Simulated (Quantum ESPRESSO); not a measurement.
## Os in Quantum ESPRESSO: convergence with density cutoff

Input of the first run (density cutoff 220 Ry); the others differ in this setting and in those tied to it:

The input pw.in:

```
&CONTROL
  calculation = 'scf'
  prefix = 'pwscf'
  outdir = './tmp'
  pseudo_dir = './pseudo'
  tprnfor = .true.
  tstress = .true.
  disk_io = 'nowf'
/
&SYSTEM
  ibrav = 0
  nat = 2
  ntyp = 1
  ecutwfc = 55
  ecutrho = 220
  nbnd = 24
  occupations = 'smearing'
  smearing = 'mv'
  degauss = 0.00999582
/
&ELECTRONS
  conv_thr = 4d-10
  electron_maxstep = 120
  mixing_beta = 0.5
/
ATOMIC_SPECIES
Os   190.2300 Os_pbe_v1.2.uspp.F.UPF
CELL_PARAMETERS angstrom
   2.7341000000    0.0000000000    0.0000000000
  -1.3670500000    2.3678000565    0.0000000000
   0.0000000000    0.0000000000    4.3197000000
ATOMIC_POSITIONS crystal
Os     0.6666666667    0.3333333333    0.7500000000
Os     0.3333333333    0.6666666667    0.2500000000
K_POINTS automatic
11 11 6 0 0 0
```

Potentials or basis: SSSP 1.3 efficiency PBE.

Command:

```bash
$ OMP_NUM_THREADS=1 pw.x -in pw.in > pw.out
```

Hardware: 1 thread of Arm Neoverse V1, on a shared host.

Q: The values tried are 220 Ry, 275 Ry, 330 Ry, 385 Ry, 440 Ry, 550 Ry, 660 Ry, 880 Ry, loosest first. From which on does the energy stay within 1 meV/atom of the tightest run that finished?

A: From 275 Ry on.

```csv
density cutoff,"energy less the tightest run, at zero smearing (meV/atom)",SCF cycles,CPU time (s),peak memory (GiB)
220 Ry,-1.52,8,30,0.16
275 Ry,-0.50,8,31,0.19
330 Ry,-0.18,8,33,0.23
385 Ry,-0.09,8,34,0.28
440 Ry,0.03,8,36,0.33
550 Ry,0.03,8,40,0.44
660 Ry,0.01,8,44,0.56
880 Ry,0.00,8,54,0.84
```

The tightest run that finished is the yardstick and may itself not be fully converged.

The run has no spin-orbit coupling, so splittings on Os are missing.
